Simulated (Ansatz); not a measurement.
## CdTe (model cell, started as CsCl type): a soft mode frozen in

Which phase does CdTe (model cell, started as CsCl type) fall into along its unstable mode, and how much energy does it gain?

Program: Ansatz 0.2.0. Level of theory: DFT PBEsol, scalar-relativistic, plane waves, PAW; PAW set soft_1. Results are calculated unless marked as measured.

The structure was built from a prototype and need not be the compound's stable phase.

### 1. The structure

It takes space group Pm-3m (No. 221, cubic). Conventional cell: a = 3.699 Å, b = 3.699 Å, c = 3.699 Å, α = 90.00°, β = 90.00°, γ = 90.00°. Cd has 8 Te at 3.20 Å nearest. Nearest to Te lie 8 Cd at 3.20 Å. Farther neighbours and most contacts between anions are not listed.

### 2. Response at finite wavevector

The cell comes from relaxations at this level that are not shown. Stability and thermal properties need the whole zone. Linear response on a 4×4×4 q mesh gives force constants as far as a supercell of that size would.

input.yaml reads:

```yaml
crystal:
  lattice:
    - [3.6994017959, 0.0, 0.0]
    - [0.0, 3.6994017959, 0.0]
    - [0.0, 0.0, 3.6994017959]
  atoms:
    - { symbol: Cd, position: [0.0, 0.0, 0.0] }
    - { symbol: Te, position: [0.5, 0.5, 0.5] }
kpoints:
  mp_grid: { grid: [12, 12, 12] }
hamiltonian:
  xc: pbesol
  pseudopotentials: { kind: paw, azcp: { folder: soft_1 }, xc_functional: pbe }
scf:
  occupations: { method: methfessel_paxton, width: 0.2 }
output:
  eigenvalues: true
phonons:
  method: dfpt
  qmesh: [4, 4, 4]
  temperatures: { t_max: 1000, t_step: 50 }
  qpath:
    path:
      - [[0.0, 0.0, 0.0], [0.0, 0.5, 0.0], [0.5, 0.5, 0.0], [0.0, 0.0, 0.0], [0.5, 0.5, 0.5], [0.0, 0.5, 0.0]]
      - [[0.5, 0.5, 0.5], [0.5, 0.5, 0.0]]
    npoints: 10
```

On the command line:

```
$ ansatz run input.yaml --threads 4 --pin off --max-ram 10240MiB --backend cpu --events-out ev --progress --plain --runs-dir out
```

Numbers of over 12 decimals in the logs are rounded to 6 here.

The program printed:

```text
Engine: ansatz 0.2.0, aarch64-unknown-linux-gnu
Pseudopotentials: kind: paw
Pseudopotential: Cd, paw, valence charge 20, recommended cutoff 420 eV (normal), soft_1/Cd.paw.azcp
Pseudopotential: Te, paw, valence charge 16, recommended cutoff 420 eV (normal), soft_1/Te.paw.azcp
Functional definition: PBEsol
  exchange = pbesol_x
  correlation = pbesol_c
Crystal: 2 atoms, lattice volume = 50.628 Å³
Basis set: ecut = 420 eV, 1021 PW (Γ), exchange–correlation on 50×50×50 points (8 copies of the dense FFT grid, shifted against one another)
Bands: 22, of which v1, the nominal top of the filled ones, is band 18 counted from 1 (17 counted from 0)
Symmetry: 48 space group operations
k-points: 84 of 1728
Non-local potential: Cd, projectors of the file, l = 0: 3, l = 1: 2, l = 2: 2, l = 3: 1
Non-local potential: Te, projectors of the file, l = 0: 2, l = 1: 2, l = 2: 2, l = 3: 1
PAW form: soft (Blöchl's): semilocal exchange-correlation on the pseudo side does not see the compensation charge
PAW frozen core: Cd, regenerated for the run's functional, and the local potential with it (the file was generated under x = pbe(κ = 0.804, μ = 0.219515), c = pbe(β = 0.066725))
PAW frozen core: Te, regenerated for the run's functional, and the local potential with it (the file was generated under x = pbe(κ = 0.804, μ = 0.219515), c = pbe(β = 0.066725))
PAW one-centre angular grid: Cd, 590 points (default); XC on 64 Gauss nodes
PAW one-centre angular grid: Te, 590 points (default); XC on 64 Gauss nodes
Initial density: superposition of atomic densities (chi_scale 0.1, normalization cell, long waves kept (reshape's long-wave potential 0.00 eV rms))
Initial wavefunctions: pseudopotential atomic-orbital guess
Functional: x = pbesol(κ = 0.804, μ = 0.123457), c = pbesol(β = 0.046)
SCF iter   1: F=—  HF=-15085.688534 eV  |F-HF|=—  |Δ(HF+E_count)|=         —  Δρ=2.34e-2  dr2=3.34e-1  ethr=3.10e-3  ⟨swp⟩=8.5  Hψ=19836  notcnv=0  defer=22
automatic band count: the SCF goes on with 26 bands, as 22 were too few: the levels above may hold too much charge
preconditioner: auto → Kerker (q_TF=auto, 2.578 Å⁻¹)  [metal: Δε(μ)=0.031 eV  Ē_g=14.751 eV  σ=0.200 eV  W_gap=0.13  n_scr=18 (ndim 8)  ℏωp=22.1 eV  f_vac=0.000  D(μ)=1.03/eV (n_scr^D=6)]
SCF iter   2: F=—  HF=-15085.594441 eV  |F-HF|=—  |Δ(HF+E_count)|=   9.41e-2  S|Δr|=    0.00e0  Δρ=1.08e-2  dr2=8.25e-2  ethr=9.27e-4  ⟨swp⟩=3.0  Hψ=4367  notcnv=0  defer=184
SCF iter   3: F=—  HF=-15085.571175 eV  |F-HF|=—  |Δ(HF+E_count)|=   2.33e-2  S|Δr|=    0.00e0  Δρ=3.47e-3  dr2=6.70e-3  ethr=2.29e-4  ⟨swp⟩=2.1  Hψ=2369  notcnv=0  defer=184
SCF iter   4: F=—  HF=-15085.569606 eV  |F-HF|=—  |Δ(HF+E_count)|=   1.57e-3  S|Δr|=    0.00e0  Δρ=7.73e-4  dr2=5.55e-4  ethr=1.86e-5  ⟨swp⟩=2.0  Hψ=2790  notcnv=0  defer=187
SCF iter   5: F=—  HF=-15085.569495 eV  |F-HF|=—  |Δ(HF+E_count)|=   1.11e-4  S|Δr|=    0.00e0  Δρ=3.27e-4  dr2=6.58e-5  ethr=1.54e-6  ⟨swp⟩=2.3  Hψ=3178  notcnv=0  defer=186
SCF iter   6: F=—  HF=-15085.569476 eV  |F-HF|=—  |Δ(HF+E_count)|=   1.85e-5  S|Δr|=    0.00e0  Δρ=6.95e-5  dr2=2.19e-6  ethr=1.83e-7  ⟨swp⟩=2.5  Hψ=3371  notcnv=0  defer=186
SCF iter   7: F=—  HF=-15085.569498 eV  |F-HF|=—  |Δ(HF+E_count)|=   2.11e-5  S|Δr|=    0.00e0  Δρ=1.51e-5  dr2=9.17e-8  ethr=6.09e-9  ⟨swp⟩=2.0  Hψ=2412  notcnv=0  defer=186
SCF iter   8: F=—  HF=-15085.569498 eV  |F-HF|=—  |Δ(HF+E_count)|=   2.73e-8  S|Δr|=    0.00e0  Δρ=2.38e-6  dr2=2.39e-9  ethr=2.55e-10  ⟨swp⟩=1.5  Hψ=2144  notcnv=0  defer=186
SCF iter   9: F=—  HF=-15085.569498 eV  |F-HF|=—  |Δ(HF+E_count)|=  6.24e-10  S|Δr|=    0.00e0  Δρ=3.59e-7  dr2=3.68e-11  ethr=6.64e-12  ⟨swp⟩=2.0  Hψ=3211  notcnv=0  defer=186
SCF iter  10: F=-15085.569498 eV  HF=-15085.569498 eV  |F-HF|=5.46e-12  |Δ(HF+E_count)|=  1.64e-11  S|Δr|=    0.00e0  Δρ=6.70e-8  dr2=1.81e-12  ethr=1.00e-12  ⟨swp⟩=14.2  Hψ=13273  notcnv=0
SCF 1 converged in 10 iterations: F = -15085.569498 eV  dr2 = 1.81e-12
  greatest PAW one-centre occupation: 1.000 electrons in one spin orbital (limit 2), on the Cd atom at site 0 (counted from 0), in its partial waves of l = 0
Initial density: read from a saved state, or passed on in memory by an earlier SCF of this step, an earlier step, the calling program or the single point that the run made first
iter 1 solved again at ethr=2.31e-8 eV; its pass at ethr=3.10e-3 eV (dr2=8.30e-6 eV) is discarded
SCF iter   1: F=—  HF=-15085.569497 eV  |F-HF|=—  |Δ(HF+E_count)|=         —  Δρ=6.76e-7  dr2=2.42e-10  ethr=2.31e-8  ⟨swp⟩=4.2  Hψ=14654  notcnv=0
eigensolver tolerance schedule: the retry pair's looser diagonalisation over-reported the residual by 34295.38 of it (diagonalisation noise at 0.34 of the residual, at the tolerance the schedule requests for it); recorded, not acted on — ethr = c·dr2/N_el stays at c = 1.0e-1
preconditioner: auto → Kerker (q_TF=auto, 2.578 Å⁻¹)  [metal: Δε(μ)=0.033 eV  Ē_g=11.157 eV  σ=0.200 eV  W_gap=0.14  n_scr=18 (ndim 8)  ℏωp=22.1 eV  f_vac=0.000  D(μ)=1.44/eV (n_scr^D=6)]
SCF iter   2: F=—  HF=-15085.569498 eV  |F-HF|=—  |Δ(HF+E_count)|=   3.53e-7  S|Δr|=    0.00e0  Δρ=2.94e-7  dr2=4.31e-11  ethr=1.00e-12  ⟨swp⟩=3.4  Hψ=4342  notcnv=0
SCF iter   3: F=—  HF=-15085.569498 eV  |F-HF|=—  |Δ(HF+E_count)|=  1.46e-11  S|Δr|=    0.00e0  Δρ=1.84e-7  dr2=1.78e-11  ethr=1.00e-12  ⟨swp⟩=6.0  Hψ=6051  notcnv=0
SCF iter   4: F=-15085.569498 eV  HF=-15085.569498 eV  |F-HF|=1.82e-12  |Δ(HF+E_count)|=  1.82e-12  S|Δr|=    0.00e0  Δρ=1.13e-7  dr2=6.86e-12  ethr=1.00e-12  ⟨swp⟩=2.3  Hψ=3730  notcnv=0
SCF 2 converged in 4 iterations: F = -15085.569498 eV  dr2 = 6.86e-12
phonons: the bands overlap, so this run is a metal and interpolates without the dipole-dipole term. If the crystal is really an insulator or semiconductor, its LO-TO splitting is missing
NSCF: frozen V_eff on 84 k-points
WARN: eigensolver did not converge (k=6): 1 band(s) unlocked after 20 sweeps at ethr=1.96e-12 eV (storage-precision floor; scheduled 1.00e-12 eV) (lowest unlocked band 25, counted from 0; max residual 1.43e-5 eV among the unlocked bands, 1.43e-5 eV over every band; other slots of this pass that fall short are told together in one closing line; warning suppressed until the next SCF loop or pass starts)
WARN: eigensolver did not converge in 8 slots of this pass, the one above among them; of largest residual over every band (k=82): 1 band(s) unlocked (lowest unlocked band 25, counted from 0; max residual 3.43e-4 eV among the unlocked bands, 3.43e-4 eV over every band); of lowest unlocked band (k=6): band 25
NSCF: frozen V_eff on 196 k-points
DFPT response loops at q = (0, 0, 0) (fractional): preconditioner auto → Kerker (q_TF=auto, 2.578 Å⁻¹) (partly filled bands, converged f_vac=0.000); β = 1.00, the filter's whole step (`scf.mixing.beta` (0.50) is not read by the response loops under this deck's `scf.mixing.preconditioner`; to damp them name `kerker` or `kerker_dos`, under which they read `scf.mixing.beta`, and type it under 1.00, their step now; both keys bind the ground state too); Broyden in place of MSR1
NSCF: frozen V_eff on 1176 k-points
DFPT response loops at q = (0, 0, 0.25) (fractional): mixed as the last ones told, above
NSCF: frozen V_eff on 686 k-points
DFPT response loops at q = (0, 0, -0.5) (fractional): mixed as the last ones told, above
NSCF: frozen V_eff on 2016 k-points
DFPT response loops at q = (0, 0.25, 0.25) (fractional): mixed as the last ones told, above
NSCF: frozen V_eff on 1176 k-points
DFPT response loops at q = (0, 0.25, -0.5) (fractional): mixed as the last ones told, above
NSCF: frozen V_eff on 686 k-points
DFPT response loops at q = (0, -0.5, -0.5) (fractional): mixed as the last ones told, above
NSCF: frozen V_eff on 1872 k-points
DFPT response loops at q = (0.25, 0.25, 0.25) (fractional): mixed as the last ones told, above
NSCF: frozen V_eff on 2016 k-points
DFPT response loops at q = (0.25, 0.25, -0.5) (fractional): mixed as the last ones told, above
NSCF: frozen V_eff on 1176 k-points
DFPT response loops at q = (0.25, -0.5, -0.5) (fractional): mixed as the last ones told, above
NSCF: frozen V_eff on 392 k-points
DFPT response loops at q = (-0.5, -0.5, -0.5) (fractional): mixed as the last ones told, above
SCF converged after 10 iterations
Stability not checked: this state was not tested for a lower state beside it, because cold or Methfessel-Paxton smearing, or corrected tetrahedra, fill the levels in a way that the test cannot read (fill_not_monotonic; see scf.lower_state_search)
Free energy (F): -15085.569498 eV
Harris-Foulkes:  -15085.569498 eV  (|F-HF|=5.46e-12)
Internal energy: -15085.567724 eV  (E = F + TS)
E sigma→0 (E₀):  -15085.569054 eV
Entropy (-TS):   -0.001774 eV (-0.887 meV/atom)
Fermi energy:    12.157827 eV
--- Per-component energies (eV) ---
  E_band       = -638.242889
  E_kinetic    = 613.956332
  E_local      = -4545.951202  (includes V_loc(G=0)·N_el)
  E_nonlocal   = 190.179009
  E_hartree    = 2176.416214
  E_xc         = -277.601968
  E_vxc        = -298.289130  (∫ρ·V_xc dr)
  E_paw        = -8621.989253  (= ΣΔE_a)
  E_vpaw       = -950.970736  (= ΣTr[D̂ρ^β])
  E_aug_tail   = 0.000419  (compensation charges beyond the density's cutoff)
  E_ewald      = -4621.294047
  E_core_change = 0.716772  (= ΣΔE_core)
  E_smearing   = -0.001774  (= −TS)
  E_closure    = 0.000000  (closes the sum)
  Σ components = -15085.569498   (vs F -15085.569498, Δ=0.00e0)
--- Band table (eV; the first three rows and the last of 84) ---
  k-point 0: bands = [... 14 lower, 3.9090, 11.0948, 11.0948, 11.0948, 11.1841, 17.0352, 17.0352, 22.0455, ... 4 higher]
  k-point 1: bands = [... 14 lower, 3.9096, 9.9893, 11.1729, 11.1729, 12.0850, 17.0747, 17.4207, 21.6057, ... 4 higher]
  k-point 2: bands = [... 14 lower, 3.9114, 8.7865, 11.3975, 11.3975, 12.7887, 17.1909, 18.3375, 20.6538, ... 4 higher]
  k-point 83: bands = [... 14 lower, 4.0694, 9.8101, 9.8101, 9.8101, 12.6458, 12.8774, 12.8774, 12.8774, ... 4 higher]
--- Phonons (Γ-DFPT): 2 representative perturbations + reference (Σ response iterations 7) ---
  ASR residual: 5.989e-5 → 0.000e0 eV/Å²; symmetrization residual: 3.327e-5 eV/Å²
  ASR residual per site (eV/Å²): 3.71e-5 5.99e-5
  Γ frequencies (cm⁻¹): 0.00 0.00 0.00 64.48 64.48 64.48
--- Phonons (arbitrary-q DFPT): 10 irreducible q on the 4×4×4 mesh ---
  q = [0.0000, 0.0000, 0.0000] (star 1, of the zone-centre solve; hermiticity 7.28e-5, symmetrization 1.88e-10): -0.00 -0.00 0.00 64.48 64.48 64.48
  q = [0.0000, 0.0000, 0.2500] (star 6, 4 solved perturbations in 1848 linear systems a pass and spin channel, the states on 588 of 1728 k-point pairs; hermiticity 1.82e-6, symmetrization 2.20e-11): -25.96 -25.96 50.51 50.51 56.50 66.11
  q = [0.0000, 0.0000, -0.5000] (star 3, 4 solved perturbations in 1078 linear systems a pass and spin channel, the states on 343 of 1728 k-point pairs; hermiticity 3.76e-13, symmetrization 8.95e-12): -72.46 -72.46 48.10 48.10 74.69 85.69
  q = [0.0000, 0.2500, 0.2500] (star 12, 4 solved perturbations in 3108 linear systems a pass and spin channel, the states on 1008 of 1728 k-point pairs; hermiticity 1.51e-5, symmetrization 2.98e-12): -42.77 18.83 27.14 45.26 72.54 81.76
  q = [0.0000, 0.2500, -0.5000] (star 12, 6 solved perturbations on 588 of 1728 k-point pairs; hermiticity 2.94e-5, symmetrization 2.04e-13): -91.31 16.61 42.09 43.76 80.05 92.81
  q = [0.0000, -0.5000, -0.5000] (star 3, 4 solved perturbations in 1078 linear systems a pass and spin channel, the states on 343 of 1728 k-point pairs; hermiticity 1.96e-5, symmetrization 4.81e-13): -127.02 33.13 37.94 37.94 101.30 101.30
  q = [0.2500, 0.2500, 0.2500] (star 8, 2 solved perturbations on 936 of 1728 k-point pairs; hermiticity 1.63e-5, symmetrization 4.74e-12): -46.69 30.83 30.83 68.96 68.96 70.29
  q = [0.2500, 0.2500, -0.5000] (star 12, 4 solved perturbations in 3108 linear systems a pass and spin channel, the states on 1008 of 1728 k-point pairs; hermiticity 4.49e-5, symmetrization 7.88e-12): -46.51 24.52 32.07 61.63 74.18 87.66
  q = [0.2500, -0.5000, -0.5000] (star 6, 4 solved perturbations in 1848 linear systems a pass and spin channel, the states on 588 of 1728 k-point pairs; hermiticity 3.79e-5, symmetrization 3.50e-13): -57.20 52.22 52.22 55.27 96.43 96.43
  q = [-0.5000, -0.5000, -0.5000] (star 1, 2 solved perturbations on 196 of 1728 k-point pairs; hermiticity 8.45e-13, symmetrization 1.52e-11): 72.00 72.00 72.00 87.82 87.82 87.82
  sum rule: each row above includes the acoustic sum rule's correction from the zone centre's row sums; it moved no ω² by more than (0.36 cm⁻¹)²
  mesh force constants: q→R imaginary residual 4.76e-18; ASR residual 5.989e-5 → 0.000e0 eV/Å²; symmetrization residual 1.554e-15 eV/Å²
  interpolated dispersion: 62 rows × 6 modes
  density of states and harmonic sums: on the 20×20×20 q-mesh, interpolated from the force constants of a 4×4×4 supercell (no non-analytic term)
  largest difference from the sums on the solved wave vectors: F 1.68e-2 eV, S 1.94e-5 and C_V 4.51e-6 eV/K
  zero-point energy: 0.017293 eV/cell   skipped modes (ω ≤ 0): 326, of them read as no rigid motion or as one in doubt: 323 (1.186e0 modes/cell left out, lowest -127.02 cm⁻¹)   left out of the sums: 1.98e-1 of the cell's modes: C_V's classical limit lies that fraction below 3 k_B per atom; for a crystal, a wire or a layer, F and S can be off by more, and a phonons.interpolated_qmesh denser along its periods is the remedy for the sampling
```

It took 8.9 min on 4 threads of Arm Neoverse V1, shared host; peak memory 2.8 GiB.

In the SCF lines HF is the Harris–Foulkes energy and dr2 the Hartree energy of the density residual, in eV; the loop may stop once dr2 is under the threshold and the program's other checks hold. Hψ counts applications of the Hamiltonian.

This step gave:

| Quantity | Value |
| --- | --- |
| volume per atom | 25.31 Å³ |
| gap on the k-mesh | 0 eV |
| sum-rule residual before enforcement | 5.99e-5 eV/Å² |
| lowest frequency on the path | -127.0 cm⁻¹ |
| point group | m-3m |
| highest frequency on the path or at a solved wavevector | 101.3 cm⁻¹ |
| highest optical mode at the zone centre (no LO-TO term) | 64.48 cm⁻¹ |
| lowest optical zone-centre mode | 64.48 cm⁻¹ |
| lowest mode on the q mesh (acoustic modes at Γ apart) | -127.0 cm⁻¹ |

Frequencies (cm⁻¹) solved at each irreducible wavevector; negative means imaginary. Frequencies by wavevector, by row:

```csv
q in reciprocal lattice units,star,mode 1,mode 2,mode 3,mode 4,mode 5,mode 6
0 0 0,1,0,0,0,64.5,64.5,64.5
0 0 0.25,6,-26,-26,50.5,50.5,56.5,66.1
0 0 -0.5,3,-72.5,-72.5,48.1,48.1,74.7,85.7
0 0.25 0.25,12,-42.8,18.8,27.1,45.3,72.5,81.8
0 0.25 -0.5,12,-91.3,16.6,42.1,43.8,80,92.8
0 -0.5 -0.5,3,-127,33.1,37.9,37.9,101.3,101.3
0.25 0.25 0.25,8,-46.7,30.8,30.8,69,69,70.3
0.25 0.25 -0.5,12,-46.5,24.5,32.1,61.6,74.2,87.7
0.25 -0.5 -0.5,6,-57.2,52.2,52.2,55.3,96.4,96.4
-0.5 -0.5 -0.5,1,72,72,72,87.8,87.8,87.8
```

Interpolated from a 4×4×4 q mesh. Phonon branches along the path, in cm⁻¹:

```csv
point,branch 1,branch 2,branch 3,branch 4,branch 5,branch 6
Γ,0,0,0,64,64,64
halfway,-26,-26,50,50,56,66
X,-72,-72,48,48,75,86
halfway,-91,17,42,44,80,93
M,-127,33,38,38,101,101
halfway,-43,19,27,45,72,82
Γ,0,0,0,64,64,64
halfway,-47,31,31,69,69,70
R,72,72,72,88,88,88
halfway,-46,24,32,62,74,88
X,-72,-72,48,48,75,86
jump to R,72,72,72,88,88,88
halfway,-57,52,52,55,96,96
M,-127,33,38,38,101,101
```

The phonon branches as a text plot (rows in cm⁻¹):

```
     97 |           *******                                ******
     87 |      *******    ***                **************
     78 |     ******       ****            **    *********
     68 |******              ************** ********      **
     58 | ***                  *** * **          *  ***    ***
     49 |   ********         **     *      **     **   ***   *
     39 |  *       **********            **       **  **      ***
     30 |           *  **  *** **   *   *           **          *
     20 | *                  *** * * ***   *        *       *
     11 |***                   *** **
      1 |*                       **
     -8 |                     *
    -18 |                                          *
    -27 |   *                        **              *
    -37 |    *     *                     **
    -46 |                    *         **           * *
    -56 |     *   *                                  *       *
    -65 |                  **                         ***
    -75 |      ****                                     **
    -84 |          *
    -94 |                 *
   -103 |           *                                         *
   -113 |            *   *                                     *
   -122 |             ***                                       *
         Γ      X      M          Γ            R        X|R     M
```

Symmetry leaves 10 wavevectors to solve. The lowest mode among them, the acoustic zeros apart, lies at q = (0, -0.5, -0.5) and is imaginary, 127.0i cm⁻¹, so the energy falls along it.

### 3. The mode frozen in, largest atomic shift 0 Å

The mode followed lies at q = (0, -0.5, -0.5) with frequency 127.0i cm⁻¹, the softest among the wavevectors solved. At small amplitude the distorted cell has space group no. 129 by a symmetry search on the positions. The undistorted cell that holds it gives the zero of energy on the same k mesh.

System of this step: CdTe (model cell, started as CsCl type). The structure is cubic, space group Pm-3m (No. 221). Conventional cell: a = 3.699 Å, b = 3.699 Å, c = 3.699 Å, α = 90.00°, β = 90.00°, γ = 90.00°. Nearest to Cd lie 8 Te at 3.20 Å. Nearest to Te lie 8 Cd at 3.20 Å. Farther neighbours and most contacts between anions are not listed.

input.yaml, the sections that differ from step 2:

```yaml
crystal:
  lattice:
    - [-3.6994017959, 0.0, 0.0]
    - [0.0, -3.6994017959, -3.6994017959]
    - [0.0, -3.6994017959, 3.6994017959]
  atoms:
    - { symbol: Cd, position: [0.0, 0.5, 0.5] }
    - { symbol: Cd, position: [0.0, 1.0, 1.0] }
    - { symbol: Te, position: [0.5, 0.0, 0.5] }
    - { symbol: Te, position: [0.5, 0.5, 0.0] }
kpoints:
  mp_grid: { grid: [12, 8, 8] }
output:
  forces: true
  stress: true
  eigenvalues: true
# hamiltonian, scf: as in step 2
# phonons: removed
```

The program printed:

```text
[...]
Crystal: 4 atoms, lattice volume = 101.257 Å³
Basis set: ecut = 420 eV, 2013 PW (Γ), exchange–correlation on 50×72×72 points (8 copies of the dense FFT grid, shifted against one another)
Bands: 44, of which v1, the nominal top of the filled ones, is band 36 counted from 1 (35 counted from 0)
Symmetry: 32 space group operations
[...]
k-points: 105 of 768
[...]
k-point 0: bands = [... 32 lower, 10.0315, 11.0967, 11.0985, 11.0985, 11.1828, 12.9063, 17.0352, 17.0370, ... 4 higher]
  k-point 1: bands = [... 32 lower, 10.0696, 10.4973, 10.8733, 11.1842, 12.2940, 12.8796, 17.1826, 17.3713, ... 4 higher]
  k-point 2: bands = [... 32 lower, 9.1503, 10.3224, 11.4311, 11.6325, 12.7737, 13.4154, 17.3100, 17.6013, ... 4 higher]
  k-point 104: bands = [... 32 lower, 7.5552, 7.5552, 10.0303, 10.0303, 12.9093, 12.9093, 18.7979, 18.7980, ... 4 higher]
[key lines of the parts left out:]
SCF converged after 8 iterations
Free energy (F): -30171.131076 eV
Fermi energy:    12.160975 eV
P = ⅓ Tr σ = -0.0261 GPa (-0.261 kbar)
```

The job ended after 6.3 s (4 threads; peak memory 0.61 GiB).

Numbers from this step:

```yaml
pressure: -0.02613 GPa
energy_from_the_undistorted_cell: 0 meV/atom
```

The run ends at a pressure of -0.03 GPa.

[end of part 1 of 3]

[Logs are printed without paths, hosts, clocks, repeated set-up lines and the standing remarks that a program may print on its own settings, such as how far it seeks lower states.]

[Hosts, paths, dates, database ids (printed as entryN), source tags and the programs' standing remarks are cut or masked in the printed files.]
